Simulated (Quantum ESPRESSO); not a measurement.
## NaI: phonons with PBE

**Experimental background.**

A printed reference work, monograph reports, for a bulk crystal of NaI: high-frequency dielectric constant 3.01.

NaI:

```
I Na
1.0
     0.00000    3.23640    3.23640
     3.23640    0.00000    3.23640
     3.23640    3.23640    0.00000
I Na
1 1
Direct
  0.50000 0.50000 0.50000
  0.00000 0.00000 0.00000
```

* Program: Quantum ESPRESSO 7.5
* Task: phonons
* Functional: PBE
* Potentials or basis: PseudoDojo 0.4.1 SR PBE standard
* Cutoff: 1197 eV
* Density cutoff: 4789 eV
* k mesh: 4 × 4 × 4, shifted
* Occupations: fermi-dirac, width 0.05 eV
* Spin: no spin polarisation
* Mixing beta: 0.5
* Most SCF iterations: 120
* SCF threshold: 4e-10 Ry

```json
{
 "Relaxed volume": "34.79 Å³/atom",
 "Relaxed cell": "a = 4.617 Å, b = 4.617 Å, c = 4.617 Å, α = 60.00°, β = 60.00°, γ = 60.00°",
 "Space group after relaxing (to 0.05 Å)": "Fm-3m (No. 225)",
 "Pressure after relaxing": "0.0 GPa",
 "Electronic dielectric tensor (diagonal)": "3.34",
 "Born charges (mean of the diagonal)": "I -1.21; Na +1.21 e",
 "Highest phonon frequency at Γ, LO-TO splitting left out": "144 cm⁻¹",
 "Static dielectric tensor (diagonal)": "7.22"
}
```

Step by step:
| step | energy change (eV) | largest force (eV/Å) | pressure (GPa) | volume (Å³) |
| --- | --- | --- | --- | --- |
| 1 | 0.0000 | 0.0000 | 0.42 | 67.80 |
| 2 | -0.0004 | 0.0000 | 0.38 | 67.94 |
| 3 | -0.0007 | 0.0000 | 0.34 | 68.10 |
| 4 | -0.0012 | 0.0000 | 0.29 | 68.34 |
| 5 | -0.0017 | 0.0000 | 0.20 | 68.70 |
| 6 | -0.0022 | 0.0000 | 0.08 | 69.24 |
| 7 | -0.0023 | 0.0000 | 0.00 | 69.58 |
| 8 | -0.0023 | 0.0000 | 0.00 | 69.59 |

Final structure:
```
I Na
1.0
     0.00000    3.26462    3.26462
     3.26462    0.00000    3.26462
     3.26462    3.26462    0.00000
I Na
1 1
Direct
  0.50000 0.50000 0.50000
  0.00000 0.00000 0.00000
```

Levels at points of the mesh, in eV from the valence-band top:
| k point | band 6 | band 7 | band 8 | band 9 | band 10 | band 11 |
| --- | --- | --- | --- | --- | --- | --- |
| (0.12, 0.12, 0.12) | -0.40 | 0.00 | 0.00 | 4.12 | 7.63 | 8.15 |

Phonon frequencies in cm⁻¹ (negative: imaginary):
```tsv
q point	frequencies
(0.000, 0.000, 0.000)	29 29 29 144 144 144
```

Electronic dielectric tensor:
```
3.34 0.00 0.00
0.00 3.34 0.00
0.00 0.00 3.34
```

Born effective charge tensors (e):
atom 1, I
```
-1.21  0.00  0.00
 0.00 -1.21  0.00
 0.00  0.00 -1.21
```
atom 2, Na
```
1.21 0.00 0.00
0.00 1.21 0.00
0.00 0.00 1.21
```

Optical modes at Γ, degenerate ones joined, polar ones without the macroscopic field:
| cm⁻¹ | components | symmetry | active in | IR intensity, summed ((D/Å)²/amu) |
| --- | --- | --- | --- | --- |
| 117 | 3 | T1u | IR | 5.22 |

Zone-centre frequencies without and with the macroscopic field along z (cm⁻¹):
```
                optical modes in rising order
       without                    117 117 117
with the field                    117 117 172
```

Static dielectric tensor, electrons and zone-centre modes:
```
7.22 0.00 0.00
0.00 7.22 0.00
0.00 0.00 7.22
```

Run time: 100 s on 4 MPI ranks on AMD EPYC 7R32 (Zen 2), with other jobs on the host, peak memory 0.4 GiB a rank.

A measured high-frequency dielectric constant of NaI is 3.01 (a printed reference work, monograph); the calculated 3.34 misses it by +10.9 %.

Caveat: before the sum rule the acoustic modes lie tens of cm⁻¹ from zero, a sign that the density grid also shifts the optical modes. The run has no spin-orbit coupling, so splittings on I are missing.
